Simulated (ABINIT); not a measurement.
# Ge (Fd-3m) in ABINIT: a series of runs

One crystal, Ge, is run at these levels: PBE; tasks: single point.

Everything below comes from runs of ABINIT 10.8.3 (patched build). Logs are shortened: lines on timing, memory, paths and dates and some standing lists are left out, and cuts for length are marked. The log counts tension as positive stress, the text compression.

### Step 1. The structure

The structure is cubic, space group Fd-3m (No. 227). Conventional cell: a = 5.658 Å, b = 5.658 Å, c = 5.658 Å, α = 90.00°, β = 90.00°, γ = 90.00°. Ge (site symmetry -43m) has 4 Ge at 2.45 Å as nearest neighbours.

### Step 2. Single point, PBE, spin-orbit coupling, no magnetisation (cell relaxed)

Contents of run.abi:

```
pp_dirpath "./"
pseudos "Ge.upf"

acell 3*1.0
rprim
     0.0000000000     5.4514384606     5.4514384606
     5.4514384606     0.0000000000     5.4514384606
     5.4514384606     5.4514384606     0.0000000000
ntypat 1
znucl 32
natom 2
typat 1 1
xred
     0.7500000000     0.7500000000     0.7500000000
     0.5000000000     0.5000000000     0.5000000000
chkprim 0
chksymtnons 0
tolsym 1.0e-6

ecut 39.0

kptopt 1
ngkpt 6 6 6
nshiftk 1
shiftk 0.0 0.0 0.0

ixc 11

nband 36
occopt 3
tsmear 0.05 eV

nspinor 2
nspden 1
so_psp 1*1

nstep 100
tolvrs 1.0e-10

iomode 3
prtwf 0
prtden 0
prteig 0
prtebands 0
enunit 1
prtvol 2
```

Potentials or basis: PseudoDojo NC FR PBE v0.4 standard.

Run with:

```bash
mpirun --bind-to none -np 4 abinit run.abi > log 2>&1
```

run.abo:

```text
.Version 10.8.3 of ABINIT
 Symmetries : space group Fd -3 m (#227); Bravais cF (face-center cubic)
================================================================================
 Values of the parameters that define the memory need of the present run
     intxc =       0    ionmov =       0      iscf =       7    lmnmax =      14
     lnmax =      14     mgfft =      45  mpssoang =       5    mqgrid =    3001
     natom =       2  nloc_mem =       1    nspden =       1   nspinor =       2
    nsppol =       1      nsym =      48    n1xccc =    2501    ntypat =       1
    occopt =       3   xclevel =       2
       mpw =        3812          nfft =       91125          nkpt =          16
================================================================================
================================================================================

--------------------------------------------------------------------------------
------------- Echo of variables that govern the present computation ------------
--------------------------------------------------------------------------------
 -outvars: echo values of preprocessed input variables --------
            acell      1.0000000000E+00  1.0000000000E+00  1.0000000000E+00 Bohr
              amu      7.26100000E+01
          chkprim           0
      chksymtnons           0
             ecut      3.90000000E+01 Hartree
           enunit           1
              ixc          11
         kptrlatt        6    0    0      0    6    0      0    0    6
          kptrlen      4.62569892E+01
            natom           2
            nband          36
            ngfft          45      45      45
             nkpt          16
          nspinor           2
            nstep         100
             nsym          48
           ntypat           1
           occopt           3
           prtden           0
        prtebands           0
           prteig           0
           prtvol           2
            prtwf           0
            rprim      0.0000000000E+00  5.4514384606E+00  5.4514384606E+00
                       5.4514384606E+00  0.0000000000E+00  5.4514384606E+00
                       5.4514384606E+00  5.4514384606E+00  0.0000000000E+00
          spgroup         227
           tolsym      1.00000000E-06
           tolvrs      1.00000000E-10
           tsmear      1.83746611E-03 Hartree
            typat      1  1
           xangst      4.3271654970E+00  4.3271654970E+00  4.3271654970E+00
                       2.8847769980E+00  2.8847769980E+00  2.8847769980E+00
            xcart      8.1771576909E+00  8.1771576909E+00  8.1771576909E+00
                       5.4514384606E+00  5.4514384606E+00  5.4514384606E+00
             xred      7.5000000000E-01  7.5000000000E-01  7.5000000000E-01
                       5.0000000000E-01  5.0000000000E-01  5.0000000000E-01
            znucl       32.00000

================================================================================

 chkinp: Checking input parameters for consistency.

================================================================================
== DATASET  1 ==================================================================

--- !DatasetInfo
iteration_state: {dtset: 1, }
dimensions: {natom: 2, nkpt: 16, mband: 36, nsppol: 1, nspinor: 2, nspden: 1, mpw: 3812, }
cutoff_energies: {ecut:  39.0, pawecutdg:  -1.0, }
electrons: {nelect:   2.80000000E+01, charge:   0.00000000E+00, occopt:   3.00000000E+00, tsmear:   1.83746611E-03, }
meta: {optdriver: 0, ionmov: 0, optcell: 0, iscf: 7, paral_kgb: 0, }
...

 Exchange-correlation functional for the present dataset will be:
  GGA: Perdew-Burke-Ernzerhof functional - ixc=11
  J.P.Perdew, K.Burke, M.Ernzerhof, PRL 77, 3865 (1996)

 Real(R)+Recip(G) space primitive vectors, cartesian coordinates (Bohr,Bohr^-1):
 R(1)=  0.0000000  5.4514385  5.4514385  G(1)= -0.0917189  0.0917189  0.0917189
 R(2)=  5.4514385  0.0000000  5.4514385  G(2)=  0.0917189 -0.0917189  0.0917189
 R(3)=  5.4514385  5.4514385  0.0000000  G(3)=  0.0917189  0.0917189 -0.0917189
 Unit cell volume ucvol=  3.2401367E+02 bohr^3
 Angles (23,13,12)=  6.00000000E+01  6.00000000E+01  6.00000000E+01 degrees

 getcut: wavevector=  0.0000  0.0000  0.0000  ngfft=  45  45  45
         ecut(hartree)=     39.000   => boxcut(ratio)=   2.03015

[... 158 lines left out ...]
  5.77E-13 5.77E-13 8.62E-13 1.01E-12
  -0.3333  0.3333  0.1667    1  2.06208E-11 kpt; spin; max resid(k); each band:
  9.13E-14 9.13E-14 1.58E-13 1.58E-13 1.47E-13 1.47E-13 2.84E-13 2.84E-13
  2.02E-13 2.02E-13 7.72E-14 7.71E-14 1.27E-13 1.27E-13 1.49E-13 1.49E-13
  2.40E-13 2.40E-13 4.56E-14 4.55E-14 2.00E-13 2.00E-13 2.88E-13 2.88E-13
  1.66E-13 1.66E-13 1.85E-13 1.85E-13 4.64E-13 4.64E-13 5.61E-13 5.61E-13
  1.52E-12 1.17E-12 1.05E-11 2.06E-11
  -0.3333  0.5000  0.1667    1  5.59393E-13 kpt; spin; max resid(k); each band:
  8.69E-14 8.68E-14 1.82E-13 1.82E-13 1.68E-13 1.68E-13 2.82E-13 2.82E-13
  2.17E-13 2.17E-13 7.04E-14 7.06E-14 1.47E-13 1.47E-13 1.23E-13 1.23E-13
  2.38E-13 2.38E-13 4.34E-14 4.37E-14 2.33E-13 2.33E-13 2.36E-13 2.36E-13
  1.68E-13 1.68E-13 1.68E-13 1.68E-13 5.25E-13 5.25E-13 5.23E-13 5.23E-13
  5.43E-13 5.43E-13 5.59E-13 5.59E-13
 reduced coordinates (array xred) for    2 atoms
       0.750000000000      0.750000000000      0.750000000000
       0.500000000000      0.500000000000      0.500000000000
 rms dE/dt=  0.0000E+00; max dE/dt=  0.0000E+00; dE/dt below (all hartree)
    1       0.000000000000      0.000000000000      0.000000000000
    2       0.000000000000      0.000000000000      0.000000000000

 cartesian coordinates (angstrom) at end:
    1      4.32716549704888     4.32716549704888     4.32716549704888
    2      2.88477699803259     2.88477699803259     2.88477699803259

 cartesian forces (hartree/bohr) at end:
    1     -0.00000000000000    -0.00000000000000    -0.00000000000000
    2     -0.00000000000000    -0.00000000000000    -0.00000000000000
 frms,max,avg= 0.0000000E+00 0.0000000E+00   0.000E+00  0.000E+00  0.000E+00 h/b

 cartesian forces (eV/Angstrom) at end:
    1     -0.00000000000000    -0.00000000000000    -0.00000000000000
    2     -0.00000000000000    -0.00000000000000    -0.00000000000000
 frms,max,avg= 0.0000000E+00 0.0000000E+00   0.000E+00  0.000E+00  0.000E+00 e/A
 length scales=  1.000000000000  1.000000000000  1.000000000000 bohr
              =  0.529177210544  0.529177210544  0.529177210544 angstroms
 Fermi (or HOMO) energy (eV) =   3.50984   Average Vxc (eV)=  -9.75795
 Eigenvalues (   eV  ) for nkpt=  16  k points:
 kpt#   1, nband= 36, wtk=  0.00463, kpt=  0.0000  0.0000  0.0000 (reduced coord)
 -21.48790  -21.48790  -21.48790  -21.48790  -21.43376  -21.43376  -21.43376  -21.43376
 -20.97746  -20.97746  -20.85875  -20.85875  -20.85875  -20.85875  -20.82552  -20.82552
 -20.82552  -20.82552  -20.76149  -20.76149   -8.77867   -8.77867    3.07217    3.07217
   3.36858    3.36858    3.65328    3.65328    3.65328    3.65328    5.94105    5.94105
   6.15175    6.15175    6.15175    6.15175
 kpt#   2, nband= 36, wtk=  0.03704, kpt=  0.1667  0.0000  0.0000 (reduced coord)
 -21.48969  -21.48969  -21.48401  -21.48401  -21.43724  -21.43724  -21.43110  -21.43110
 -20.96832  -20.96832  -20.87489  -20.87489  -20.86729  -20.86729  -20.81582  -20.81582
 -20.81336  -20.81336  -20.76559  -20.76559   -8.46113   -8.46113    0.35031    0.35031
   2.98142    2.98142    3.16557    3.16557    4.29355    4.29355    6.66006    6.66006
   6.80331    6.80331    7.48308    7.48308
 kpt#   3, nband= 36, wtk=  0.03704, kpt=  0.3333  0.0000  0.0000 (reduced coord)
 -21.49247  -21.49247  -21.47430  -21.47430  -21.44594  -21.44594  -21.42658  -21.42658
 -20.94724  -20.94724  -20.89908  -20.89908  -20.87821  -20.87821  -20.80250  -20.80250
 -20.79833  -20.79833  -20.77562  -20.77562   -7.58591   -7.58591   -2.37975   -2.37975
   2.37621    2.37621    2.55649    2.55649    3.78970    3.78970    7.21051    7.21051
[... 64 lines left out ...]
 -20.78888  -20.78888  -20.76354  -20.76354   -6.78315   -6.78315   -3.10311   -3.10311
   0.11045    0.11045    1.28190    1.28190    6.28637    6.28637    6.53481    6.53481
   7.89866    7.89866   10.33123   10.33123
 kpt#  15, nband= 36, wtk=  0.11111, kpt= -0.3333  0.3333  0.1667 (reduced coord)
 -21.49267  -21.49267  -21.47190  -21.47190  -21.45059  -21.45059  -21.42078  -21.42078
 -20.93274  -20.93274  -20.90239  -20.90239  -20.87434  -20.87434  -20.84142  -20.84142
 -20.78817  -20.78817  -20.75825  -20.75825   -5.97732   -5.97732   -4.13296   -4.13296
  -0.31759   -0.31759    0.87966    0.87966    6.39809    6.39809    7.15044    7.15044
   9.35812    9.35812    9.48714    9.48714
 kpt#  16, nband= 36, wtk=  0.05556, kpt= -0.3333  0.5000  0.1667 (reduced coord)
 -21.49045  -21.49045  -21.47610  -21.47610  -21.44622  -21.44622  -21.42281  -21.42281
 -20.93171  -20.93171  -20.90242  -20.90242  -20.86414  -20.86413  -20.85516  -20.85515
 -20.78611  -20.78611  -20.75696  -20.75696   -5.06262   -5.06261   -5.04432   -5.04432
   0.04916    0.04916    0.11641    0.11641    6.17116    6.17116    6.23687    6.23687
   9.85348    9.85348    9.92169    9.92169
 Total charge density [el/Bohr^3]
)     Maximum=    2.0309E+00  at reduced coord.    0.7556    0.8000    0.8000
)Next maximum=    2.0309E+00  at reduced coord.    0.6444    0.8000    0.8000
)     Minimum=    2.2270E-03  at reduced coord.    0.0000    0.0000    0.0000
)Next minimum=    2.2366E-03  at reduced coord.    0.2444    0.2444    0.2444
   Integrated=    2.8000E+01

--- !EnergyTerms
iteration_state     : {dtset: 1, }
comment             : Components of total free energy in Hartree
kinetic             :  1.34030146891265E+02
hartree             :  5.65294384559080E+01
xc                  : -4.36171486880420E+01
Ewald energy        : -9.68379652712424E+01
psp_core            :  5.34293076840447E+00
local_psp           : -1.39839574185907E+02
non_local_psp       : -9.42195437626698E+01
internal            : -1.78611715792283E+02
'-kT*entropy'       : -5.21465027924048E-05
total_energy        : -1.78611767938786E+02
total_energy_eV     : -4.86027380545983E+03
band_energy         : -1.60591248447297E+01
...

 Cartesian components of stress tensor (hartree/bohr^3)
  sigma(1 1)=  8.45121515E-07  sigma(3 2)=  0.00000000E+00
  sigma(2 2)=  8.45121515E-07  sigma(3 1)=  0.00000000E+00
  sigma(3 3)=  8.45121515E-07  sigma(2 1)=  0.00000000E+00

-Cartesian components of stress tensor (GPa)         [Pressure= -2.4864E-02 GPa]
- sigma(1 1)=  2.48643334E-02  sigma(3 2)=  0.00000000E+00
- sigma(2 2)=  2.48643334E-02  sigma(3 1)=  0.00000000E+00
- sigma(3 3)=  2.48643334E-02  sigma(2 1)=  0.00000000E+00

== END DATASET(S) ==============================================================
================================================================================

 -outvars: echo values of variables after computation  --------
            acell      1.0000000000E+00  1.0000000000E+00  1.0000000000E+00 Bohr
           etotal     -1.7861176794E+02
            fcart     -0.0000000000E+00 -0.0000000000E+00 -0.0000000000E+00
                      -0.0000000000E+00 -0.0000000000E+00 -0.0000000000E+00
            rprim      0.0000000000E+00  5.4514384606E+00  5.4514384606E+00
                       5.4514384606E+00  0.0000000000E+00  5.4514384606E+00
                       5.4514384606E+00  5.4514384606E+00  0.0000000000E+00
           strten      8.4512151474E-07  8.4512151474E-07  8.4512151474E-07
                       0.0000000000E+00  0.0000000000E+00  0.0000000000E+00
           xangst      4.3271654970E+00  4.3271654970E+00  4.3271654970E+00
                       2.8847769980E+00  2.8847769980E+00  2.8847769980E+00
             xred      7.5000000000E-01  7.5000000000E-01  7.5000000000E-01
                       5.0000000000E-01  5.0000000000E-01  5.0000000000E-01
 Calculation completed.
```

Wall time 35 s (4 MPI ranks of Intel Xeon 6975P-C (Granite Rapids), shared host); peak memory 0.36 GiB.

What came out:

```
Free energy                                           : -4860.2738 eV
Pressure                                              : 0.0 GPa
Band gap on the k mesh                                : none (metal or under the smearing width)
Valence electrons inside the program's atomic spheres : Ge 11.51, 11.52 (radii [1.0584] Å)
```

Levels at points of the mesh, in eV from the Fermi level:
```csv
k point,band 25,band 26,band 27,band 28,band 29,band 30,band 31,band 32
"(0.00, 0.00, 0.00)",-0.14,-0.14,0.14,0.14,0.14,0.14,2.43,2.43
"(0.50, 0.00, 0.00)",-1.36,-1.36,-1.18,-1.18,0.06,0.06,3.71,3.71
"(0.50, 0.50, 0.00)",-2.83,-2.83,-2.83,-2.83,0.87,0.87,0.87,0.87
```

Caveat: this crystal is a semiconductor, whose small gap the functional closes, so the metal is an error of the method.

### Step 3. Single point, PBE

Contents of run.abi:

```
pp_dirpath "./"
pseudos "Ge.upf"

acell 7.5601949712 7.5601949712 7.5601949712
rprim
     0.0000000000     0.7071067812     0.7071067812
     0.7071067812     0.0000000000     0.7071067812
     0.7071067812     0.7071067812     0.0000000000
ntypat 1
znucl 32
natom 2
typat 1 1
xcart
     8.0187976968     8.0187976968     8.0187976968
     5.3458651312     5.3458651312     5.3458651312

ecut 35.0

kptopt 1
ngkpt 6 6 6
nshiftk 1
shiftk 0.0 0.0 0.0

ixc 11

nband 18
occopt 3
tsmear 0.00183747

nstep 100
tolvrs 1.0e-10

iomode 3
prtwf 0
prteig 0
prtebands 0
enunit 2
prtden 1
prtvha 1
prtvclmb 1
prtpot 1
prtelf 1
```

Potentials or basis: PseudoDojo NC SR PBE v0.4.1 standard.

Run with:

```bash
abinit run.abi > log 2>&1
```

Run time: 21 s. Hardware: 1 thread of Intel Xeon 6975P-C (Granite Rapids), shared host; peak memory 0.09 GiB.

Results (log left out):

```yaml
Free_energy: -4861.0153 eV
Band_gap_on_the_k_mesh: none (metal or under the smearing width)
Valence_electrons_inside_the_program's_atomic_spheres: Ge 11.56 (radii [1.0584] Å)
```

Levels at points of the mesh, in eV from the Fermi level:
| k point | band 10 | band 11 | band 12 | band 13 | band 14 | band 15 | band 16 | band 17 | band 18 |
| --- | --- | --- | --- | --- | --- | --- | --- | --- | --- |
| (0.00, 0.00, 0.00) | -24.66 | -12.82 | -0.05 | -0.05 | -0.05 | -0.02 | 2.50 | 2.50 | 2.50 |
| (0.50, 0.00, 0.00) | -24.63 | -10.73 | -7.65 | -1.45 | -1.45 | 0.13 | 3.69 | 3.69 | 7.10 |
| (0.50, 0.50, 0.00) | -24.61 | -8.93 | -8.93 | -3.12 | -3.12 | 0.70 | 0.70 | 9.47 | 9.47 |

Caveat: the cutoff is too short for stress, so the log's stress isn't used; this crystal is a semiconductor, whose small gap the functional closes, so the metal is an error of the method.
